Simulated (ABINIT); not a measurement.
# HgSe (F-43m) in ABINIT: further runs

The runs below take HgSe through equation of state, with PBE, PBE+D3, PBE+D3(BJ), PBE+D4.

Program: ABINIT 10.8.3 (patched build). These are calculated values, not measurements. Logs are shortened: lines on timing, memory, paths and dates and some standing lists are left out, and cuts for length are marked. The log counts tension as positive stress, the text compression.

**What was measured.**

“The pseudo-binary mercury chalcogenide alloy HgSe0.7S0.3 at high pressure: a mechanism of the zinc blende/cinnabar reconstructive phase transition”, 2002, arxiv:cond-mat/0209548 quotes, for a bulk crystal of HgSe: bulk modulus 51.6 ± 0.2 GPa.

The results are compared with them further down.

## Step 1: The structure

The structure is cubic, space group F-43m (No. 216). The conventional cell has a = 6.078 Å, b = 6.078 Å, c = 6.078 Å, α = 90.00°, β = 90.00°, γ = 90.00°. Around Hg (site symmetry -43m) lie 4 Se at 2.63 Å. Se (site symmetry -43m) is surrounded by 4 Hg at 2.63 Å.

## Step 2: Equation of state, PBE

Contents of run.py:

```python
import json, os
import numpy as np
from ase.eos import EquationOfState
from ase.units import GPa
from ase.calculators.abinit import Abinit, AbinitProfile
from ase import Atoms

atoms = Atoms(['Hg', 'Se'],
              cell=[[0.0, 3.039, 3.039], [3.039, 0.0, 3.039], [3.039, 3.039, 0.0]],
              scaled_positions=[[0.0, 0.0, 0.0], [0.75, 0.75, 0.75]],
              pbc=True)

profile = AbinitProfile(command='abinit', pp_paths=[os.path.abspath('pseudos')])
params = dict(
    pps='pawxml', xc='PBE',
    ecut=517.0163,
    pawecutdg=1034.0327,
    pawxcdev=0,
    kptopt=1,
    ngkpt=[8, 8, 8],
    nshiftk=1,
    shiftk=[0.0, 0.0, 0.0],
    ixc=11,
    nband=13,
    occopt=3,
    tsmear=0.05,
    nstep=100,
    tolvrs=1e-09,
    prtwf=0,
    prtden=0,
)

cell0 = atoms.cell.copy()
volumes, energies = [], []
for i, x in enumerate([0.94, 0.96, 0.98, 1.0, 1.02, 1.04, 1.06]):
    atoms.set_cell(cell0 * x ** (1 / 3), scale_atoms=True)
    atoms.calc = Abinit(profile=profile, directory=f'v{i}', **params)
    volumes.append(atoms.get_volume() / len(atoms))
    energies.append(atoms.get_potential_energy(force_consistent=True) / len(atoms))
    print(f'{x:5.2f} {volumes[-1]:10.5f} A^3/atom {energies[-1]:14.6f} eV/atom', flush=True)
    json.dump(dict(volumes=volumes, energies=energies), open('results.json', 'w'))
v0, e0, b0 = EquationOfState(volumes, energies, eos='birchmurnaghan').fit()
print(f'V0 {v0:.4f} A^3/atom  E0 {e0:.6f} eV/atom  B0 {b0 / GPa:.2f} GPa')
```

Potentials or basis: JTH PAW PBE v2.0.

Command:

```console
$ python run.py
```

The program printed:

```text
0.94   26.38274 A^3/atom    -704.850691 eV/atom
 0.96   26.94408 A^3/atom    -704.880782 eV/atom
 0.98   27.50541 A^3/atom    -704.906284 eV/atom
 1.00   28.06675 A^3/atom    -704.925616 eV/atom
 1.02   28.62808 A^3/atom    -704.940540 eV/atom
 1.04   29.18942 A^3/atom    -704.951772 eV/atom
 1.06   29.75075 A^3/atom    -704.958657 eV/atom
V0 30.6640 A^3/atom  E0 -704.962846 eV/atom  B0 46.59 GPa
```

abinit.in:

```text
ecut 517.0163 eV
ixc 11
kptopt 1
natom 2
nband 13
ngkpt
8 8 8
nshiftk 1
nsppol 1
nstep 100
occopt 3
pawecutdg 1034.0327 eV
pawxcdev 0
prtden 0
prtwf 0
shiftk
0.0 0.0 0.0
tolvrs 1e-09
tsmear 0.05 eV
#Definition of the unit cell
acell
1.00000000000000 1.00000000000000 1.00000000000000 Angstrom
rprim
0.00000000000000 3.09860336734112 3.09860336734112
3.09860336734112 0.00000000000000 3.09860336734112
3.09860336734112 3.09860336734112 0.00000000000000
chkprim 0 # Allow non-primitive cells
#Definition of the atom types
ntypat 2
znucl 34 80
#Enumerate different atomic species
typat
 2 1
pseudos "./pseudos/Se.GGA_PBE-JTH.xml,
./pseudos/Hg.GGA_PBE-JTH.xml"
#Definition of the atoms
xcart
0.00000000000000 0.00000000000000 0.00000000000000
8.78326760530618 8.78326760530618 8.78326760530618
chkexit 1 # abinit.exit file in the running directory terminates after the current SCF
```

abinit.abo:

```text
.Version 10.8.3 of ABINIT
 Symmetries : space group F-4 3 m (#216); Bravais cF (face-center cubic)
================================================================================
 Values of the parameters that define the memory need of the present run
     intxc =       0    ionmov =       0      iscf =      17    lmnmax =      18
     lnmax =       6     mgfft =      36  mpssoang =       3    mqgrid =    3001
     natom =       2  nloc_mem =       2    nspden =       1   nspinor =       1
    nsppol =       1      nsym =      24    n1xccc =       1    ntypat =       2
    occopt =       3   xclevel =       2
       mpw =        1604          nfft =       46656          nkpt =          29
 PAW method is used; the additional fine FFT grid is defined by:
   mgfftf=        48    nfftf =    110592
================================================================================
================================================================================

--------------------------------------------------------------------------------
------------- Echo of variables that govern the present computation ------------
--------------------------------------------------------------------------------
 -outvars: echo values of preprocessed input variables --------
            acell      1.8897261259E+00  1.8897261259E+00  1.8897261259E+00 Bohr
              amu      7.89600000E+01  2.00590000E+02
          chkexit           1
          chkprim           0
             ecut      1.89999986E+01 Hartree
              ixc          11
         kptrlatt        8    0    0      0    8    0      0    0    8
          kptrlen      6.62475529E+01
            natom           2
            nband          13
            ngfft          36      36      36
          ngfftdg          48      48      48
             nkpt          29
            nstep         100
             nsym          24
           ntypat           2
           occopt           3
        pawecutdg      3.80000008E+01 Hartree
         pawxcdev           0
           prtden           0
            prtwf           0
            rprim      0.0000000000E+00  3.0986033673E+00  3.0986033673E+00
                       3.0986033673E+00  0.0000000000E+00  3.0986033673E+00
[... 188 lines left out ...]

--- !EnergyTerms
iteration_state     : {dtset: 1, }
comment             : Components of total free energy in Hartree
kinetic             :  1.38872276359807E+01
hartree             :  1.24860609041565E+01
xc                  : -9.52064099370915E+00
Ewald energy        : -4.01653175360209E+01
psp_core            :  3.31579295750488E+00
local_psp           : -3.52596286577271E+01
PAW spherical_terms :  3.44302399912374E+00
internal            : -5.18134816906914E+01
'-kT*entropy'       : -2.39149547247257E-05
total_energy        : -5.18135056056461E+01
total_energy_eV     : -1.40991731379354E+03
...

--- !EnergyTermsDC
iteration_state     : {dtset: 1, }
comment             : '"Double-counting" decomposition of free energy'
band_energy         : -3.25860895202533E+00
Ewald energy        : -4.01653175360209E+01
psp_core            :  3.31579295750488E+00
xc_dc               : -1.45318576926939E+01
PAW spherical_terms :  2.82652245099353E+00
internal            : -5.18134687722417E+01
'-kT*entropy'       : -2.39149547247257E-05
total_energy_dc     : -5.18134926871964E+01
total_energy_dc_eV  : -1.40991696226461E+03
...

--- !EnergyTermsWithPAWCore
iteration_state     : {dtset: 1, }
comment             : 'Components of total free energy, including PAW core contributions'
Total energy        : -2.20528252452680E+04
Total energy DC     : -2.20528252323496E+04
Total energy (eV)   : -6.00087945564109E+05
Total energy DC (eV): -6.00087945212580E+05
...

 Cartesian components of stress tensor (hartree/bohr^3)
  sigma(1 1)= -5.08843841E-05  sigma(3 2)=  0.00000000E+00
  sigma(2 2)= -5.08843841E-05  sigma(3 1)=  0.00000000E+00
  sigma(3 3)= -5.08843841E-05  sigma(2 1)=  0.00000000E+00

-Cartesian components of stress tensor (GPa)         [Pressure=  1.4971E+00 GPa]
- sigma(1 1)= -1.49707027E+00  sigma(3 2)=  0.00000000E+00
- sigma(2 2)= -1.49707027E+00  sigma(3 1)=  0.00000000E+00
- sigma(3 3)= -1.49707027E+00  sigma(2 1)=  0.00000000E+00

== END DATASET(S) ==============================================================
================================================================================

 -outvars: echo values of variables after computation  --------
            acell      1.8897261259E+00  1.8897261259E+00  1.8897261259E+00 Bohr
           etotal     -5.1813492687E+01
            fcart     -1.5807274189E-29  1.0059174484E-29  1.4370249263E-30
                       1.5807274189E-29 -1.0059174484E-29 -1.4370249263E-30
            rprim      0.0000000000E+00  3.0986033673E+00  3.0986033673E+00
                       3.0986033673E+00  0.0000000000E+00  3.0986033673E+00
                       3.0986033673E+00  3.0986033673E+00  0.0000000000E+00
           strten     -5.0884384073E-05 -5.0884384073E-05 -5.0884384073E-05
                       0.0000000000E+00  0.0000000000E+00  0.0000000000E+00
           xangst      0.0000000000E+00  0.0000000000E+00  0.0000000000E+00
                       4.6479050510E+00  4.6479050510E+00  4.6479050510E+00
             xred      0.0000000000E+00  0.0000000000E+00  0.0000000000E+00
                       7.5000000000E-01  7.5000000000E-01  7.5000000000E-01
 Calculation completed.
```

Run time: 5.7 min. Hardware: 1 thread of Arm Neoverse V1, shared host; peak memory 0.13 GiB.

What came out:

```yaml
Equilibrium_volume: "30.66 Å³/atom (rough: see the caveat)"
Bulk_modulus: 47 GPa (rough)
```

Energy against volume, from the lowest point:
| volume (Å³/atom) | energy (meV/atom) |
| --- | --- |
| 26.383 | 107.97 |
| 26.944 | 77.88 |
| 27.505 | 52.37 |
| 28.067 | 33.04 |
| 28.628 | 18.12 |
| 29.189 | 6.88 |
| 29.751 | 0.00 |

Caveat: pressures at fixed basis lie under the slope of the energies; the minimum lies outside the volumes run; the log and the count of SCF iterations are those of the last ABINIT call alone.

## Step 3: Equation of state, PBE+D3

run.py: that of step 2 with these lines changed.

```diff
@@ -4,2 +4,4 @@
 from ase.units import GPa
+from ase.calculators.mixing import SumCalculator
+from dftd3.ase import DFTD3
 from ase.calculators.abinit import Abinit, AbinitProfile
@@ -36,5 +38,6 @@
     atoms.set_cell(cell0 * x ** (1 / 3), scale_atoms=True)
-    atoms.calc = Abinit(profile=profile, directory=f'v{i}', **params)
+    atoms.calc = SumCalculator([Abinit(profile=profile, directory=f'v{i}', **params), DFTD3(method='pbe', damping='d3zero')])
     volumes.append(atoms.get_volume() / len(atoms))
-    energies.append(atoms.get_potential_energy(force_consistent=True) / len(atoms))
+    dft, disp = atoms.calc.mixer.calcs
+    energies.append((dft.get_property('free_energy', atoms) + disp.get_property('energy', atoms)) / len(atoms))
     print(f'{x:5.2f} {volumes[-1]:10.5f} A^3/atom {energies[-1]:14.6f} eV/atom', flush=True)
```

Potentials or basis: JTH PAW PBE v2.0.

Command:

```console
$ python run.py
```

The program printed:

```text
0.94   26.38274 A^3/atom    -705.189918 eV/atom
 0.96   26.94408 A^3/atom    -705.209977 eV/atom
 0.98   27.50541 A^3/atom    -705.225857 eV/atom
 1.00   28.06675 A^3/atom    -705.235968 eV/atom
 1.02   28.62808 A^3/atom    -705.242080 eV/atom
 1.04   29.18942 A^3/atom    -705.244902 eV/atom
 1.06   29.75075 A^3/atom    -705.243761 eV/atom
V0 29.3029 A^3/atom  E0 -705.244828 eV/atom  B0 50.13 GPa
```

abinit.in:

```text
ecut 517.0163 eV
ixc 11
kptopt 1
natom 2
nband 13
ngkpt
8 8 8
nshiftk 1
nsppol 1
nstep 100
occopt 3
pawecutdg 1034.0327 eV
pawxcdev 0
prtden 0
prtwf 0
shiftk
0.0 0.0 0.0
tolvrs 1e-09
tsmear 0.05 eV
#Definition of the unit cell
acell
1.00000000000000 1.00000000000000 1.00000000000000 Angstrom
rprim
0.00000000000000 3.09860336734112 3.09860336734112
3.09860336734112 0.00000000000000 3.09860336734112
3.09860336734112 3.09860336734112 0.00000000000000
chkprim 0 # Allow non-primitive cells
#Definition of the atom types
ntypat 2
znucl 34 80
#Enumerate different atomic species
typat
 2 1
pseudos "./pseudos/Se.GGA_PBE-JTH.xml,
./pseudos/Hg.GGA_PBE-JTH.xml"
#Definition of the atoms
xcart
0.00000000000000 0.00000000000000 0.00000000000000
8.78326760530618 8.78326760530618 8.78326760530618
chkexit 1 # abinit.exit file in the running directory terminates after the current SCF
```

abinit.abo:

```text
.Version 10.8.3 of ABINIT
 Symmetries : space group F-4 3 m (#216); Bravais cF (face-center cubic)
================================================================================
 Values of the parameters that define the memory need of the present run
     intxc =       0    ionmov =       0      iscf =      17    lmnmax =      18
     lnmax =       6     mgfft =      36  mpssoang =       3    mqgrid =    3001
     natom =       2  nloc_mem =       2    nspden =       1   nspinor =       1
    nsppol =       1      nsym =      24    n1xccc =       1    ntypat =       2
    occopt =       3   xclevel =       2
       mpw =        1604          nfft =       46656          nkpt =          29
 PAW method is used; the additional fine FFT grid is defined by:
   mgfftf=        48    nfftf =    110592
[... 270 lines left out ...]

 -outvars: echo values of variables after computation  --------
            acell      1.8897261259E+00  1.8897261259E+00  1.8897261259E+00 Bohr
           etotal     -5.1813492687E+01
            fcart     -1.5807274189E-29  1.0059174484E-29  1.4370249263E-30
                       1.5807274189E-29 -1.0059174484E-29 -1.4370249263E-30
            rprim      0.0000000000E+00  3.0986033673E+00  3.0986033673E+00
                       3.0986033673E+00  0.0000000000E+00  3.0986033673E+00
                       3.0986033673E+00  3.0986033673E+00  0.0000000000E+00
           strten     -5.0884384073E-05 -5.0884384073E-05 -5.0884384073E-05
                       0.0000000000E+00  0.0000000000E+00  0.0000000000E+00
           xangst      0.0000000000E+00  0.0000000000E+00  0.0000000000E+00
                       4.6479050510E+00  4.6479050510E+00  4.6479050510E+00
             xred      0.0000000000E+00  0.0000000000E+00  0.0000000000E+00
                       7.5000000000E-01  7.5000000000E-01  7.5000000000E-01
 Calculation completed.
```

Wall time 5.8 min (1 thread of Arm Neoverse V1, shared host); peak memory 0.13 GiB.

What came out:

- Equilibrium volume: 29.30 Å³/atom
- Bulk modulus: 50 GPa
- Pressure derivative of the bulk modulus: 4.4 (rough: it moves with the points fitted)

Energy against volume, from the lowest point:
```tsv
volume (Å³/atom)	energy (meV/atom)
26.383	54.98
26.944	34.92
27.505	19.05
28.067	8.93
28.628	2.82
29.189	0.00
29.751	1.14
```

Caveat: pressures at fixed basis lie under the slope of the energies; the log and the count of SCF iterations are those of the last ABINIT call alone. The run has no spin-orbit coupling, so splittings on Hg are missing.

## Step 4: Equation of state, PBE+D3(BJ)

run.py: that of step 3 with these lines changed.

```diff
@@ -38,3 +38,3 @@
     atoms.set_cell(cell0 * x ** (1 / 3), scale_atoms=True)
-    atoms.calc = SumCalculator([Abinit(profile=profile, directory=f'v{i}', **params), DFTD3(method='pbe', damping='d3zero')])
+    atoms.calc = SumCalculator([Abinit(profile=profile, directory=f'v{i}', **params), DFTD3(method='pbe', damping='d3bj')])
     volumes.append(atoms.get_volume() / len(atoms))
@@ -44,3 +44,3 @@
     json.dump(dict(volumes=volumes, energies=energies), open('results.json', 'w'))
-v0, e0, b0 = EquationOfState(volumes, energies, eos='birchmurnaghan').fit()
+v0, e0, b0 = EquationOfState(volumes, energies, eos='sjeos').fit()
 print(f'V0 {v0:.4f} A^3/atom  E0 {e0:.6f} eV/atom  B0 {b0 / GPa:.2f} GPa')
```

Command:

```console
$ python run.py
```

It took 5.8 min on 1 thread of Arm Neoverse V1, shared host; peak memory 0.13 GiB.

It converged, with:

```yaml
Equilibrium_volume: 29.48 Å³/atom
Bulk_modulus: 51 GPa
Pressure_derivative_of_the_bulk_modulus: "4.2 (rough: it moves with the points fitted)"
```

Energy against volume, from the lowest point:
| volume (Å³/atom) | energy (meV/atom) |
| --- | --- |
| 26.383 | 61.96 |
| 26.944 | 40.31 |
| 27.505 | 22.93 |
| 28.067 | 11.41 |
| 28.628 | 4.00 |
| 29.189 | 0.00 |
| 29.751 | 0.09 |

Caveat: pressures at fixed basis lie under the slope of the energies; the log and the count of SCF iterations are those of the last ABINIT call alone. Spin-orbit coupling is left out, which matters for the levels of Hg.

## Step 5: Equation of state, PBE+D4

run.py: that of step 4 with these lines changed.

```diff
@@ -5,3 +5,3 @@
 from ase.calculators.mixing import SumCalculator
-from dftd3.ase import DFTD3
+from dftd4.ase import DFTD4
 from ase.calculators.abinit import Abinit, AbinitProfile
@@ -38,3 +38,3 @@
     atoms.set_cell(cell0 * x ** (1 / 3), scale_atoms=True)
-    atoms.calc = SumCalculator([Abinit(profile=profile, directory=f'v{i}', **params), DFTD3(method='pbe', damping='d3bj')])
+    atoms.calc = SumCalculator([Abinit(profile=profile, directory=f'v{i}', **params), DFTD4(method='pbe')])
     volumes.append(atoms.get_volume() / len(atoms))
@@ -44,3 +44,3 @@
     json.dump(dict(volumes=volumes, energies=energies), open('results.json', 'w'))
-v0, e0, b0 = EquationOfState(volumes, energies, eos='sjeos').fit()
+v0, e0, b0 = EquationOfState(volumes, energies, eos='birchmurnaghan').fit()
 print(f'V0 {v0:.4f} A^3/atom  E0 {e0:.6f} eV/atom  B0 {b0 / GPa:.2f} GPa')
```

Command:

```console
$ python run.py
```

Wall time 5.8 min (1 thread of Arm Neoverse V1, shared host); peak memory 0.13 GiB.

The run converged. Its results:

* Equilibrium volume: 29.48 Å³/atom
* Bulk modulus: 51 GPa
* Pressure derivative of the bulk modulus: 4.2 (rough: it moves with the points fitted)

Energy against volume, from the lowest point:
```tsv
volume (Å³/atom)	energy (meV/atom)
26.383	62.24
26.944	40.48
27.505	23.02
28.067	11.45
28.628	4.01
29.189	0.00
29.751	0.09
```

Caveat: pressures at fixed basis lie under the slope of the energies; the log and the count of SCF iterations are those of the last ABINIT call alone. The run has no spin-orbit coupling, so splittings on Hg are missing.

## Step 6: Overview

| level | dispersion computed by | V0 of scaled cells (Å³/atom) | B0 (GPa) |
| --- | --- | --- | --- |
| PBE | - | - | - |
| PBE+D3 | simple-dftd3 1.7.0 | 29.30 | 50 |
| PBE+D3(BJ) | simple-dftd3 1.7.0 | 29.48 | 51 |
| PBE+D4 | dftd4 4.3.1 | 29.48 | 51 |

Alike in all rows: task equation of state; potentials or basis JTH PAW PBE v2.0; no spin polarisation; cell as given; k mesh 8 × 8 × 8; cutoff (eV) 517; smearing fermi-dirac 0.05 eV.

Caveats: pressures at fixed basis lie under the slope of the energies; the minimum lies outside the volumes run (some runs).

Total energies depend on the potentials used, so only differences within one code and one set of settings carry meaning.

## Step 7: How close it comes

Step 3. Against the measured bulk modulus of HgSe, 51.6 GPa (quoted in “The pseudo-binary mercury chalcogenide alloy HgSe0.7S0.3 at high pressure: a mechanism of the zinc blende/cinnabar reconstructive phase transition”, 2002, arxiv:cond-mat/0209548), the calculated 50 GPa is off by -2.9 %. The fit is for a static lattice scaled at fixed shape and fixed fractional positions.

Step 4. Against the measured bulk modulus of HgSe, 51.6 GPa (quoted in “The pseudo-binary mercury chalcogenide alloy HgSe0.7S0.3 at high pressure: a mechanism of the zinc blende/cinnabar reconstructive phase transition”, 2002, arxiv:cond-mat/0209548), the calculated 51 GPa is off by -1.7 %. The fit is for a static lattice scaled at fixed shape and fixed fractional positions.

Step 5. A measured bulk modulus of HgSe is 51.6 GPa (quoted in “The pseudo-binary mercury chalcogenide alloy HgSe0.7S0.3 at high pressure: a mechanism of the zinc blende/cinnabar reconstructive phase transition”, 2002, arxiv:cond-mat/0209548); the calculated 51 GPa misses it by -1.4 %. The fit is for a static lattice scaled at fixed shape and fixed fractional positions.
